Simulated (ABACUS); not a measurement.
# NiO (Fm-3m) in ABACUS: further runs, part 2 of 2

ABACUS 3.10.1. Earlier steps stand in the parts before.

## 4. Single point, LDA, collinear spin, ferromagnetic start

run_abacus.py

```python
"""ABACUS run from a structure file: ASE reads it, the script writes STRU, KPT and INPUT."""
import re
import subprocess
import spglib
from ase import Atoms
from ase.io import read
from ase.units import Bohr

atoms = read("NiO.cif")
cell, frac, numbers = spglib.standardize_cell((atoms.cell[:], atoms.get_scaled_positions(), atoms.numbers), to_primitive=True, symprec=1e-4)
atoms = Atoms(numbers=numbers, cell=cell, scaled_positions=frac, pbc=True)  # the primitive cell
atoms = atoms[(-atoms.numbers).argsort(kind="stable")]  # ABACUS lists atoms element by element
pseudo = {'Ni': 'Ni.upf', 'O': 'O.upf'}
orbital = {'Ni': 'Ni_confined-atom_7au_3s2p2d1f.orb', 'O': 'O_confined-atom_6au_2s2p1d.orb'}
magmoms = [1.0, 0.0]
kmesh = [10, 10, 10]
params = {
    'suffix': 'NiO',
    'calculation': 'scf',
    'basis_type': 'lcao',
    'pseudo_dir': './',
    'orbital_dir': './',
    'symmetry': 1,
    'dft_functional': 'pz',
    'ecutwfc': 100,
    'pseudo_rcut': 10,
    'nspin': 2,
    'nbands': 23,
    'ks_solver': 'genelpa',
    'smearing_method': 'fd',
    'smearing_sigma': 0.00367493,
    'scf_thr': 1e-07,
    'scf_nmax': 100,
    'mixing_type': 'broyden',
    'mixing_beta': 0.4,
    'cal_force': 1,
    'cal_stress': 1,
    'out_mul': 1,
    'out_chg': 1,
    'out_pot': 2,
    'out_elf': 1,
}

symbols = atoms.get_chemical_symbols()
elements = list(dict.fromkeys(symbols))
lines = ["ATOMIC_SPECIES"] + [f"{e} {atoms.get_masses()[symbols.index(e)]:.4f} {pseudo[e]}" for e in elements]
if orbital:
    lines += ["", "NUMERICAL_ORBITAL"] + [orbital[e] for e in elements]
lines += ["", "LATTICE_CONSTANT", f"{1 / Bohr:.10f}", "", "LATTICE_VECTORS"]
lines += [" ".join(f"{x:.10f}" for x in v) for v in atoms.cell]
lines += ["", "ATOMIC_POSITIONS", "Direct"]
for e in elements:
    lines += ["", e, "0.0", str(symbols.count(e))]
    for i, p in enumerate(atoms.get_scaled_positions(wrap=False)):
        if symbols[i] == e:
            mag = "" if magmoms is None else " mag " + " ".join(str(x) for x in (magmoms[i] if isinstance(magmoms[i], list) else [magmoms[i]]))
            lines.append(" ".join(f"{x:.10f}" for x in p) + " 1 1 1" + mag)
open("STRU", "w").write("\n".join(lines) + "\n")
open("KPT", "w").write("K_POINTS\n0\nGamma\n%d %d %d 0 0 0\n" % tuple(kmesh))
open("INPUT", "w").write("INPUT_PARAMETERS\n" + "".join(f"{k:<20s}{v}\n" for k, v in params.items()))

done = subprocess.run(['mpirun', '-np', '4', 'abacus'])
if done.returncode:
    raise SystemExit(done.returncode)
log = open("OUT.NiO/running_scf.log").read()
print("final energy (eV):", re.findall(r"FINAL_ETOT_IS (\S+)", log))
```

NiO.cif

```cif
data_NiO
_cell_length_a 4.17180328
_cell_length_b 4.17180328
_cell_length_c 4.17180328
_cell_angle_alpha 90.00000000
_cell_angle_beta 90.00000000
_cell_angle_gamma 90.00000000
_space_group_name_H-M_alt 'Fm-3m'
_space_group_name_Hall '-F 4 2 3'
_space_group_IT_number 225
loop_
_space_group_symop_operation_xyz
'x,y,z'
'-x,-y,-z'
'-y,x,z'
'y,-x,-z'
'-x,-y,z'
'x,y,-z'
'y,-x,z'
'-y,x,-z'
'x,-y,-z'
'-x,y,z'
'-y,-x,-z'
'y,x,z'
'-x,y,-z'
'x,-y,z'
'y,x,-z'
'-y,-x,z'
'z,x,y'
'-z,-x,-y'
'z,-y,x'
'-z,y,-x'
'z,-x,-y'
'-z,x,y'
'z,y,-x'
'-z,-y,x'
'-z,x,-y'
'z,-x,y'
'-z,-y,-x'
'z,y,x'
'-z,-x,y'
'z,x,-y'
'-z,y,x'
'z,-y,-x'
'y,z,x'
'-y,-z,-x'
'x,z,-y'
'-x,-z,y'
'-y,z,-x'
'y,-z,x'
'-x,z,y'
'x,-z,-y'
'-y,-z,x'
'y,z,-x'
'-x,-z,-y'
'x,z,y'
'y,-z,-x'
'-y,z,x'
'x,-z,y'
'-x,z,-y'
'x,y+1/2,z+1/2'
'-x,-y+1/2,-z+1/2'
'-y,x+1/2,z+1/2'
'y,-x+1/2,-z+1/2'
[... 63 lines left out ...]
'-z+1/2,y,-x+1/2'
'z+1/2,-x,-y+1/2'
'-z+1/2,x,y+1/2'
'z+1/2,y,-x+1/2'
'-z+1/2,-y,x+1/2'
'-z+1/2,x,-y+1/2'
'z+1/2,-x,y+1/2'
'-z+1/2,-y,-x+1/2'
'z+1/2,y,x+1/2'
'-z+1/2,-x,y+1/2'
'z+1/2,x,-y+1/2'
'-z+1/2,y,x+1/2'
'z+1/2,-y,-x+1/2'
'y+1/2,z,x+1/2'
'-y+1/2,-z,-x+1/2'
'x+1/2,z,-y+1/2'
'-x+1/2,-z,y+1/2'
'-y+1/2,z,-x+1/2'
'y+1/2,-z,x+1/2'
'-x+1/2,z,y+1/2'
'x+1/2,-z,-y+1/2'
'-y+1/2,-z,x+1/2'
'y+1/2,z,-x+1/2'
'-x+1/2,-z,-y+1/2'
'x+1/2,z,y+1/2'
'y+1/2,-z,-x+1/2'
'-y+1/2,z,x+1/2'
'x+1/2,-z,y+1/2'
'-x+1/2,z,-y+1/2'
'x+1/2,y+1/2,z'
'-x+1/2,-y+1/2,-z'
'-y+1/2,x+1/2,z'
'y+1/2,-x+1/2,-z'
'-x+1/2,-y+1/2,z'
'x+1/2,y+1/2,-z'
'y+1/2,-x+1/2,z'
'-y+1/2,x+1/2,-z'
'x+1/2,-y+1/2,-z'
'-x+1/2,y+1/2,z'
'-y+1/2,-x+1/2,-z'
'y+1/2,x+1/2,z'
'-x+1/2,y+1/2,-z'
'x+1/2,-y+1/2,z'
'y+1/2,x+1/2,-z'
'-y+1/2,-x+1/2,z'
'z+1/2,x+1/2,y'
'-z+1/2,-x+1/2,-y'
'z+1/2,-y+1/2,x'
'-z+1/2,y+1/2,-x'
'z+1/2,-x+1/2,-y'
'-z+1/2,x+1/2,y'
'z+1/2,y+1/2,-x'
'-z+1/2,-y+1/2,x'
'-z+1/2,x+1/2,-y'
'z+1/2,-x+1/2,y'
'-z+1/2,-y+1/2,-x'
'z+1/2,y+1/2,x'
'-z+1/2,-x+1/2,y'
'z+1/2,x+1/2,-y'
'-z+1/2,y+1/2,x'
'z+1/2,-y+1/2,-x'
'y+1/2,z+1/2,x'
'-y+1/2,-z+1/2,-x'
'x+1/2,z+1/2,-y'
'-x+1/2,-z+1/2,y'
'-y+1/2,z+1/2,-x'
'y+1/2,-z+1/2,x'
'-x+1/2,z+1/2,y'
'x+1/2,-z+1/2,-y'
'-y+1/2,-z+1/2,x'
'y+1/2,z+1/2,-x'
'-x+1/2,-z+1/2,-y'
'x+1/2,z+1/2,y'
'y+1/2,-z+1/2,-x'
'-y+1/2,z+1/2,x'
'x+1/2,-z+1/2,y'
'-x+1/2,z+1/2,-y'
loop_
_atom_site_label
_atom_site_type_symbol
_atom_site_symmetry_multiplicity
_atom_site_Wyckoff_symbol
_atom_site_fract_x
_atom_site_fract_y
_atom_site_fract_z
_atom_site_occupancy
Ni1 Ni 4 a 0.0000000000 0.0000000000 0.0000000000 1
O1 O 4 b 0.5000000000 0.0000000000 0.0000000000 1
```

Potentials or basis: PseudoDojo NC SR 0.4.1 LDA standard, DZP LCAO (the cutoffs set its grid).

Started as:

```sh
$ OMP_NUM_THREADS=1 python run_abacus.py > log
```

Run time: 11 s. Hardware: 4 MPI ranks of AMD EPYC 9R45 (Zen 5), shared host; peak memory 0.44 GiB.

The run converged. Its results:

```
Free energy            : -5010.0239 eV
Pressure               : -19.5 GPa
Band gap on the k mesh : none (metal or under the smearing width)
Net moment             : 0.00 μB per cell
Absolute moment        : 0.00 μB per cell
Mulliken charges       : Ni +0.22; O -0.22 e
```

Levels at points of the mesh, in eV from the Fermi level:
Spin up:
```tsv
k point	band 9	band 10	band 11	band 12	band 13	band 14	band 15	band 16
(0.00, 0.00, 0.00)	-1.69	-1.69	-1.69	-1.57	-1.57	1.90	19.34	19.34
(0.50, 0.50, 0.50)	-0.85	-0.85	-0.48	1.34	1.34	5.72	10.04	14.12
(0.50, 0.50, 0.00)	-2.70	-1.17	-0.60	-0.56	-0.56	6.35	10.61	12.63
```
Spin down:
```csv
k point,band 8,band 9,band 10,band 11,band 12,band 13,band 14,band 15,band 16,band 17
"(0.00, 0.00, 0.00)",-3.06,-1.69,-1.69,-1.69,-1.57,-1.57,1.90,19.34,19.34,19.34
"(0.50, 0.50, 0.50)",-5.41,-0.85,-0.85,-0.48,1.34,1.34,5.72,10.04,14.12,14.12
"(0.50, 0.50, 0.00)",-4.35,-2.70,-1.17,-0.60,-0.56,-0.56,6.35,10.61,12.63,16.68
```

Caveat: the atomic orbitals were generated for these runs and aren't a published set; Mulliken charges move with the basis; so large a pressure means that the cell lies far from this level's equilibrium, or that cutoff or potentials fall short; the basis of atomic orbitals isn't converged, which shifts pressures, moduli and gaps; semilocal functionals often make such compounds metallic where correlation or magnetic order opens a gap, which also shifts bond lengths.

## 5. Single point, SCAN, collinear spin, ferromagnetic start

INPUT

```
INPUT_PARAMETERS
suffix              NiO
calculation         scf
basis_type          lcao
pseudo_dir          ./
orbital_dir         ./
symmetry            1
dft_functional      scan
ecutwfc             100
pseudo_rcut         10
nspin               2
nbands              23
ks_solver           genelpa
smearing_method     fd
smearing_sigma      0.00367493
scf_thr             1e-07
scf_nmax            100
mixing_type         broyden
mixing_beta         0.4
cal_force           1
cal_stress          1
mixing_tau          1
out_mul             1
out_chg             1
```

STRU

```
ATOMIC_SPECIES
Ni 58.6934 Ni_ONCV_PBE-1.2.upf
O 15.9990 O_ONCV_PBE-1.2.upf

NUMERICAL_ORBITAL
Ni_confined-atom_7au_3s2p2d1f.orb
O_confined-atom_6au_2s2p1d.orb

LATTICE_CONSTANT
1.8897261246

LATTICE_VECTORS
0.0000000000 2.0859016414 2.0859016414
2.0859016414 0.0000000000 2.0859016414
2.0859016414 2.0859016414 0.0000000000

ATOMIC_POSITIONS
Cartesian

Ni
0.0
1
0.0000000000 0.0000000000 0.0000000000 1 1 1 mag 1

O
0.0
1
2.0859016414 2.0859016414 2.0859016414 1 1 1 mag 0
```

KPT

```
K_POINTS
0
Gamma
8 8 8 0 0 0
```

Potentials or basis: SG15 ONCV 1.2 PBE, DZP LCAO (the cutoffs set its grid).

Started as:

```sh
$ OMP_NUM_THREADS=1 mpirun -np 4 abacus > log
```

Wall time 52 s (4 MPI ranks of Intel Xeon Platinum 8488C (Sapphire Rapids), shared host); peak memory 0.44 GiB.

It converged, with:

- Free energy: -4628.4381 eV
- Pressure: 2.5 GPa
- Band gap on the k mesh: 0.90 eV, indirect (least direct gap 1.96 eV)
- Net moment: 2.00 μB per cell
- Absolute moment: 2.01 μB per cell
- Site moments: Ni +1.72; O +0.28 μB
- Mulliken charges: Ni +0.65; O -0.65 e

Levels at points of the mesh, in eV from the valence-band top:
Spin up:
| k point | band 9 | band 10 | band 11 | band 12 | band 13 | band 14 | band 15 | band 16 | band 17 | band 18 |
| --- | --- | --- | --- | --- | --- | --- | --- | --- | --- | --- |
| (0.00, 0.00, 0.00) | -3.13 | -3.13 | -2.68 | -2.68 | -2.68 | 2.37 | 20.09 | 20.09 | 20.09 | 21.24 |
| (0.50, 0.50, 0.50) | -2.55 | -2.55 | -1.82 | 0.00 | 0.00 | 6.59 | 11.17 | 15.21 | 15.21 | 22.89 |
| (0.50, 0.50, 0.00) | -3.92 | -3.90 | -3.36 | -2.20 | -2.20 | 7.05 | 11.98 | 13.03 | 18.13 | 18.13 |
Spin down:
```csv
k point,band 7,band 8,band 9,band 10,band 11,band 12,band 13,band 14,band 15,band 16
"(0.00, 0.00, 0.00)",-2.30,-2.30,-1.97,-1.97,-1.97,0.90,0.90,2.94,20.38,20.38
"(0.50, 0.50, 0.50)",-4.31,-4.31,-1.32,-1.32,-0.94,3.74,3.74,6.90,12.00,15.52
"(0.50, 0.50, 0.00)",-3.41,-3.41,-3.16,-1.30,-1.30,1.38,1.94,7.52,12.69,13.35
```

Caveat: the atomic orbitals were generated for these runs and aren't a published set; Mulliken charges move with the basis; the potentials were made for another functional, which shifts forces and pressure; the basis of atomic orbitals isn't converged, which shifts pressures, moduli and gaps; a cell with one magnetic atom can't hold antiferromagnetic order, which such compounds often take. A k mesh can miss the band edges.

## 6. Single point, PBE, collinear spin, ferromagnetic start

Changes to INPUT since step 5:

```diff
@@ -7,4 +7,4 @@
 symmetry            1
-dft_functional      scan
-ecutwfc             100
+dft_functional      pbe
+ecutwfc             103
 pseudo_rcut         10
@@ -21,3 +21,2 @@
 cal_stress          1
-mixing_tau          1
 out_mul             1
```

Changes to STRU since step 5:

```diff
@@ -1,4 +1,4 @@
 ATOMIC_SPECIES
-Ni 58.6934 Ni_ONCV_PBE-1.2.upf
-O 15.9990 O_ONCV_PBE-1.2.upf
+Ni 58.6934 Ni.upf
+O 15.9990 O.upf
```

KPT

```
K_POINTS
0
Gamma
10 10 10 0 0 0
```

Potentials or basis: Ansatz NC PBE, DZP LCAO (the cutoffs set its grid).

Started as:

```sh
$ OMP_NUM_THREADS=1 mpirun -np 4 abacus > log
```

Run time: 12 s. Hardware: 4 MPI ranks of AMD EPYC 9R45 (Zen 5), shared host; peak memory 0.48 GiB.

It converged, with:

* Free energy: -5098.8369 eV
* Pressure: 7.2 GPa
* Band gap on the k mesh: none (metal or under the smearing width)
* Net moment: 1.81 μB per cell
* Absolute moment: 1.82 μB per cell
* Site moments: Ni +1.52; O +0.30 μB
* Mulliken charges: Ni +0.39; O -0.39 e

Levels at points of the mesh, in eV from the Fermi level:
Spin up:
```tsv
k point	band 9	band 10	band 11	band 12	band 13	band 14	band 15	band 16	band 17	band 18
(0.00, 0.00, 0.00)	-3.02	-3.02	-2.67	-2.67	-2.67	1.67	19.08	19.08	19.08	19.59
(0.50, 0.50, 0.50)	-1.97	-1.97	-1.42	0.22	0.22	5.60	9.99	14.01	14.01	21.72
(0.50, 0.50, 0.00)	-3.55	-2.95	-2.38	-1.65	-1.65	6.14	10.64	12.25	16.65	16.65
```
Spin down:
```csv
k point,band 7,band 8,band 9,band 10,band 11,band 12,band 13,band 14,band 15,band 16
"(0.00, 0.00, 0.00)",-2.47,-2.47,-1.73,-1.73,-1.73,-0.53,-0.53,2.04,19.35,19.35
"(0.50, 0.50, 0.50)",-4.79,-4.79,-0.81,-0.81,-0.44,2.32,2.32,5.77,10.53,14.27
"(0.50, 0.50, 0.00)",-3.84,-3.84,-2.74,-0.61,-0.61,-0.09,0.46,6.54,11.05,12.57
```

Caveat: the atomic orbitals were generated for these runs and aren't a published set; Mulliken charges move with the basis; the basis of atomic orbitals isn't converged, which shifts pressures, moduli and gaps; a cell with one magnetic atom can't hold antiferromagnetic order, which such compounds often take; semilocal functionals often make such compounds metallic where correlation or magnetic order opens a gap, which also shifts bond lengths.

## 7. Summary

| task | level | potentials or basis | cell | k mesh | cutoff (eV) | optimiser | force threshold | max steps | cell moves | SCF threshold on the density | mesh quality | gap on the mesh (eV) | pressure (GPa) | moment (μB) |
| --- | --- | --- | --- | --- | --- | --- | --- | --- | --- | --- | --- | --- | --- | --- |
| relaxation of cell and atoms | TPSS | SG15 ONCV 1.2 PBE, plane waves | relaxed | 7 × 7 × 7 | 1537 | ASE LBFGS | 0.01 eV/Å | 60 | yes | 1e-08 | coarse | none | 0.1 | 1.96 |
| single point | PBEsol | PseudoDojo NC SR 0.4.1 PBEsol standard, DZP LCAO (the cutoffs set its grid) | as given | 10 × 10 × 10 | 1361 | - | - | - | - | 1e-07 | not flagged | none | -6.8 | 1.45 |
| single point | LDA | PseudoDojo NC SR 0.4.1 LDA standard, DZP LCAO (the cutoffs set its grid) | as given | 10 × 10 × 10 | 1361 | - | - | - | - | 1e-07 | not flagged | none | -19.5 | 0.00 |
| single point | SCAN | SG15 ONCV 1.2 PBE, DZP LCAO (the cutoffs set its grid) | as given | 8 × 8 × 8 | 1361 | - | - | - | - | 1e-07 | not flagged | 0.90 | 2.5 | 2.00 |
| single point | PBE | Ansatz NC PBE, DZP LCAO (the cutoffs set its grid) | as given | 10 × 10 × 10 | 1401 | - | - | - | - | 1e-07 | not flagged | none | 7.2 | 1.81 |

Alike in all rows: spin collinear, ferromagnetic start; smearing fermi-dirac 0.05 eV.

Caveats: some runs use coarse meshes; a cell with one magnetic atom can't hold antiferromagnetic order, which such compounds often take (some runs); semilocal functionals often make such compounds metallic where correlation or magnetic order opens a gap, which also shifts bond lengths (some runs); the atomic orbitals were generated for these runs and aren't a published set (some runs); the basis of atomic orbitals isn't converged, which shifts pressures, moduli and gaps (some runs); the potentials were made for another functional, which shifts forces and pressure (some runs); so large a pressure means that the cell lies far from this level's equilibrium, or that cutoff or potentials fall short (some runs).

Absolute energies hang on the potentials; compare differences alone.

## 8. Comparison with measurements

Step 3. Against the measured gap of NiO, 4.3 eV (quoted in “Local correlations, non-local screening, multiplets, and band formation in NiO”, 2012, arxiv:1210.6675), the calculated 0.00 eV is off by -4.30 eV. So large a miss can be the level of theory's own, or it may mean another phase, state or a wrong row. The value is that of PBEsol in an atomic basis (PseudoDojo NC SR 0.4.1 PBEsol standard, DZP LCAO (the cutoffs set its grid)), whose error adds to the functional's, on a finite k mesh, which can miss the band edges, without temperature or zero-point motion. Semilocal functionals fall short of measured gaps as a rule. The run's magnetic order (collinear spin, ferromagnetic start) needn't be the measured crystal's.

Step 4. Against the measured gap of NiO, 4.3 eV (quoted in “Local correlations, non-local screening, multiplets, and band formation in NiO”, 2012, arxiv:1210.6675), the calculated 0.00 eV is off by -4.30 eV. So large a miss can be the level of theory's own, or it may mean another phase, state or a wrong row. The value is that of LDA in an atomic basis (PseudoDojo NC SR 0.4.1 LDA standard, DZP LCAO (the cutoffs set its grid)), whose error adds to the functional's, on a finite k mesh, which can miss the band edges, without temperature or zero-point motion. Semilocal functionals fall short of measured gaps as a rule.

Step 6. A measured gap of NiO is 4.3 eV (quoted in “Local correlations, non-local screening, multiplets, and band formation in NiO”, 2012, arxiv:1210.6675); the calculated 0.00 eV misses it by -4.30 eV. So large a miss can be the level of theory's own, or it may mean another phase, state or a wrong row. The value is that of PBE in an atomic basis (Ansatz NC PBE, DZP LCAO (the cutoffs set its grid)), whose error adds to the functional's, on a finite k mesh, which can miss the band edges, without temperature or zero-point motion. Semilocal functionals fall short of measured gaps as a rule. The run's magnetic order (collinear spin, ferromagnetic start) needn't be the measured crystal's.
